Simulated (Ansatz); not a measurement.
# AgBr: the cost of one run

Computed with Ansatz 0.2.0 (DFT PBEsol, all-electron LAPW, scalar-relativistic unless said, unless a step's input says otherwise).

The COD entry's cell or inner coordinates are ideal or old and differ from later refinements, so a difference from it is no clean test against experiment.

## (1) The system as given

The structure is cubic, space group Fm-3m (No. 225). Conventional cell: a = 5.675 Å, b = 5.675 Å, c = 5.675 Å, α = 90.00°, β = 90.00°, γ = 90.00°. Ag (site symmetry m-3m) has 6 Br at 2.84 Å as nearest neighbours. Around Br (site symmetry m-3m) lie 6 Ag at 2.84 Å.

As a file:

```
CELL_PARAMETERS angstrom
0.00000 2.83769 2.83769
2.83769 0.00000 2.83769
2.83769 2.83769 0.00000
ATOMIC_POSITIONS crystal
Ag 0.00000 0.00000 0.00000
Br 0.50000 0.50000 0.50000
```

Cartesian axes are those of the input's lattice vectors. The structure goes back to a database entry.

## (2) Reference run, fine mesh, LAPW

The input, input.yaml:

```yaml
crystal:
  lattice:
    - [0.0, 2.8376895004, 2.8376895004]
    - [2.8376895004, 0.0, 2.8376895004]
    - [2.8376895004, 2.8376895004, 0.0]
  atoms:
    - { symbol: Ag, position: [0.0, 0.0, 0.0] }
    - { symbol: Br, position: [0.5, 0.5, 0.5] }
kpoints:
  mp_grid: { grid: [6, 6, 6] }
scf:
  occupations: { method: fixed }
hamiltonian:
  xc: pbesol
  pseudopotentials: { kind: all_electron, lapw: { basis_error: 0.001 } }
output:
  forces: true
  stress: true
  eigenvalues: true
  eigenstates:
    nscf_kmesh: { grid: [12, 12, 12] }
    de_dk: true
    e_range: [-9, 10.49856220687]
  optics:
    e_range: [0, 30]
    de: 0.2
    sigma: 0.1
    bands: { spectra_wanted_up_to: 30 }
    nscf_kmesh: { grid: [12, 12, 12] }
checkpoint:
  write: ck
  write_wavefunctions: false
```

Started as:

```bash
> ansatz run input.yaml --threads 1 --pin off --max-ram 3072MiB --backend cpu --events-out ev --progress --plain --runs-dir out
```

Q: Estimate wall time and peak memory on 1 thread of Intel Xeon Platinum 8488C (Sapphire Rapids), shared host.

About 43 s, with a peak of 0.38 GiB.
